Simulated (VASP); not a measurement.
Runs of VASP 6.6.1 on Pd. Symmetry: Im-3m, No. 229, cubic system. The conventional cell has a = 3.086 Å, b = 3.086 Å, c = 3.086 Å, α = 90.00°, β = 90.00°, γ = 90.00°. Pd (site symmetry m-3m) has 8 Pd at 2.67 Å as nearest neighbours. This isn't the form of Pd at room conditions, which is fcc.

| task | level | cell | cutoff (eV) | gap on the mesh (eV) | pressure (GPa) | relaxed volume (Å³/atom) |
| --- | --- | --- | --- | --- | --- | --- |
| relaxation of cell and atoms | PBEsol | relaxed | 580 | none | 0.0 | 14.63 |
| relaxation of cell and atoms | RPBE | relaxed | 600 | none | 0.0 | (a) |
| relaxation of cell and atoms | PBE | relaxed | 600 | none | 0.0 | 15.40 |
| relaxation of cell and atoms | PBE+D3(BJ) | relaxed | 600 | none | 0.0 | 14.79 |
| single point | PBEsol | as given | 520 | none | (b) | - |

Alike in all rows: potentials or basis VASP PAW PBE potentials, release 64 (Pd); no spin polarisation; k mesh 18 × 18 × 18; smearing gaussian 0.1 eV.

Problem. Estimate the missing entries.

Solution. (a) 15.85; (b) -0.9.

Caveats: the PAW data sets were made with another functional, which shifts forces and pressure a little (some runs); pairwise dispersion overbinds metals, which lowers pressure and volume (some runs).

A k mesh can miss the band edges, and the runs leave out spin-orbit coupling on Pd.

A gap of «none» marks a metal or a gap under the smearing width.
